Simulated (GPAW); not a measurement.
Runs of GPAW 26.7.0 on CaO. Symmetry: Fm-3m, No. 225, cubic system. The conventional cell has a = 4.807 Å, b = 4.807 Å, c = 4.807 Å, α = 90.00°, β = 90.00°, γ = 90.00°. Ca (site symmetry m-3m) has 6 O at 2.40 Å as nearest neighbours. O (site symmetry m-3m) has 6 Ca at 2.40 Å as nearest neighbours. The cell is a database's computed one.

```tsv
task	level	potentials or basis	cell	k mesh	optimizer	fmax	max steps	convergence	band path	gap on the mesh (eV)	pressure (GPa)	V0 of scaled cells (Å³/atom)	relaxed volume (Å³/atom)	B0 (GPa)
relaxation of cell and atoms	RPBE+D4	the program's PAW data sets (release 1.2.1) made for this functional, pw	relaxed	10 × 10 × 10	FIRE	0.01 eV/Å	60	density=1e-05 forces=0.0001	-	3.80	-0.1	-	14.14	-
band structure	revPBE	the program's PAW data sets (release 1.2.1) made for this functional, pw	as given	10 × 10 × 10	-	-	-	-	GXWKGLUWLK,UX	3.77	5.0	-	-	-
Wannier functions	AM05	PAW data sets generated in the run's folder for this functional, pw	as given	10 × 10 × 10	-	-	-	-	-	3.64	-1.2	-	-	-
relaxation of cell and atoms	BLYP+D4	PAW data sets generated in the run's folder for this functional, pw	relaxed	10 × 10 × 10	FIRE	0.05 eV/Å	40	density=1e-05 forces=0.0001	-	3.78	0.5	-	13.93	-
band structure	r2SCAN	GPAW PAW data sets (gpaw-data 1.2.1), pw	as given	10 × 10 × 10	-	-	-	-	GXWKGLUWLK,UX	4.24	0.0	-	-	-
equation of state	PBEsol	PAW data sets generated in the run's folder for this functional, pw	as given	8 × 8 × 8	-	-	-	-	-	-	-	(a)	-	115
relaxation of cell and atoms	PBE+D3(BJ)	GPAW PAW data sets (gpaw-data 1.2.1), pw	relaxed	10 × 10 × 10	LBFGS	0.05 eV/Å	40	density=1e-05 forces=0.0001	-	3.69	0.0	-	13.75	-
equation of state	PBE	GPAW PAW data sets (gpaw-data 1.2.1), pw	as given	10 × 10 × 10	-	-	-	-	-	-	-	(c)	-	105
relaxation of cell and atoms	BLYP	PAW data sets generated in the run's folder for this functional, pw	relaxed	10 × 10 × 10	FIRE	0.01 eV/Å	100	density=1e-05 forces=0.0001	-	3.78	0.0	-	14.50	-
band structure	OLYP	PAW data sets generated in the run's folder for this functional, pw	as given	8 × 8 × 8	-	-	-	-	GXWKGLUWLK,UX	(d)	5.0	-	-	-
relaxation of cell and atoms	RPBE	the program's PAW data sets (release 1.2.1) made for this functional, pw	relaxed	10 × 10 × 10	LBFGS	0.05 eV/Å	40	density=1e-05 forces=0.0001	-	3.80	0.3	-	14.64	-
relaxation of cell and atoms	PBE	GPAW PAW data sets (gpaw-data 1.2.1), pw	relaxed	10 × 10 × 10	BFGS	0.02 eV/Å	100	density=1e-05 forces=0.0001	-	3.69	0.0	-	(b)	-
```

Alike in all rows: no spin polarisation; cutoff (eV) 800; smearing fermi-dirac 0.05 eV.

Task: Fill in the values left out.

Result: (a) 13.64; (b) 14.16; (c) 14.17; (d) 3.98.

Caveats: later steps reuse the first step's grids (some runs); the PAW data sets were made with another functional, which shifts forces and pressure a little (some runs).

A k mesh can miss the band edges.

Not every run made on this cell is shown here.
